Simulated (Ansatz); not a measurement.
# Pt: a line through an energy map

One table from this session's results is given with a row withheld; the runs are named, their logs left out.

This is Pt in the hcp structure; at room conditions it is fcc.

Method: DFT LDA, scalar-relativistic, plane waves, PAW, in Ansatz 0.2.0.

59 further runs of the same task are left out: 59 set aside as unsound or not needed. Runs told in other sessions of the task aren't counted.

## The system as given

It takes space group P6_3/mmc (No. 194, hexagonal). Conventional cell: a = 2.708 Å, b = 2.708 Å, c = 4.677 Å, α = 90.00°, β = 90.00°, γ = 120.00°. Pt (site symmetry -6m2) is surrounded by 12 Pt at 2.71 to 2.81 Å.

As a file:

```
Pt
1.0
     2.70829    0.00000    0.00000
    -1.35415    2.34545    0.00000
     0.00000    0.00000    4.67651
Pt
2
Direct
  0.66667 0.33333 0.75000
  0.33333 0.66667 0.25000
```

It goes back to an entry of the Materials Project, which need not be the stable form.

This cell was relaxed beforehand with the same method: volume 14.85 Å³/atom, gap on the mesh none (metal).

## The scan

The energy is mapped over volume and a fixed ferromagnetic moment.

First coordinate, volume per atom: 9 values from 12.18 to 17.53 Å³. Second coordinate, total spin moment of the cell, held fixed: 11 values from 0.0 to 1.0 μB.

Nothing else is relaxed (shape and fractional coordinates fixed). Points are written as (first, second).

The first run:

The input, input.yaml:

```yaml
crystal:
  lattice:
    - [2.5349048657, 0.0, 0.0]
    - [-1.2674524328, 2.1952920098, 0.0]
    - [0.0, 0.0, 4.3771120513]
  atoms:
    - { symbol: Pt, position: [0.6666666667, 0.3333333333, 0.75], spin: 0.45 }
    - { symbol: Pt, position: [0.3333333333, 0.6666666667, 0.25], spin: 0.45 }
basis:
  ecutwfc: 420
kpoints:
  mp_grid: { grid: [21, 21, 10] }
hamiltonian:
  xc: lda
  pseudopotentials: { kind: paw, azcp: { folder: soft_1 } }
scf:
  occupations: { method: gaussian, width: 0.15 }
  lower_state_search: "off"
output:
  forces: true
  stress: true
  eigenvalues: true
  populations: true
magnetization:
  spin_polarized: true
  initial_magnetization: 0.9
  spin_locking: { lock_magnetization: hard }
```

Started as:

```bash
ansatz run input.yaml --threads 2 --pin off --max-ram 4096MiB --backend cpu --events-out ev --progress --plain --runs-dir out
```

Among the steps run: Point (12.18 Å³, 0.9 μB); Point (12.85 Å³, 0.9 μB); The run at (13.52 Å³, 0.9 μB); Point (14.19 Å³, 0.9 μB); Grid point (14.85 Å³, 0.9 μB); Point (15.52 Å³, 0.9 μB); The run at (16.19 Å³, 0.9 μB); Point (16.86 Å³, 0.9 μB).

One of the session's tables, all rows but one given; the rest of the session is left out.

It belongs to the step «The line in numbers». 

```
volume per atom (Å³)  energy (meV/atom)  pressure (GPa)  absolute magnetic moment (μB per cell)
               12.18                712             103                                   0.901
               12.85                364              66                                   0.901
               13.52                149              38                                   0.901
               14.19                 36              17                                   0.902
               14.85                  0               1                                   0.903
               15.52                 21             −11                                   0.904
               16.19                  ?               ?                                       ?
               16.86                183             −26                                   0.907
               17.53                304             −31                                   0.909
```

Q: Estimate the row for volume per atom (Å³) = 16.19 from the others.

Worked estimate for «energy (meV/atom)». A straight line through the neighbours (15.52, 21) and (16.86, 183) gives 21 + (183 − 21) × (16.19 − 15.52) / (16.86 − 15.52) = 102; a parabola fitted to 4 rows on both sides gives 85.

The run gave: energy (meV/atom): 86; pressure (GPa): −20; absolute magnetic moment (μB per cell): 0.906. In «energy (meV/atom)» the line misses by +16 and the parabola by -1.

Energies count from the lowest point of the line. Rows without a step come from runs not printed here or follow by symmetry.

In words: Of the points computed the energy is lowest at 14.85 Å³. Three points round the minimum, joined by a parabola, put the minimum at 14.940 Å³, with a curvature of about 130 meV/atom per (Å³)². The well is lopsided: two grid steps out, the energy rises by 149 meV/atom towards smaller values and 86 meV/atom towards larger ones. The highest point computed, at 12.18 Å³, lies 712 meV/atom above the lowest.

Limits of these values: Warnings in the runs' records: pseudo functional mismatch, stress scf threshold loose.
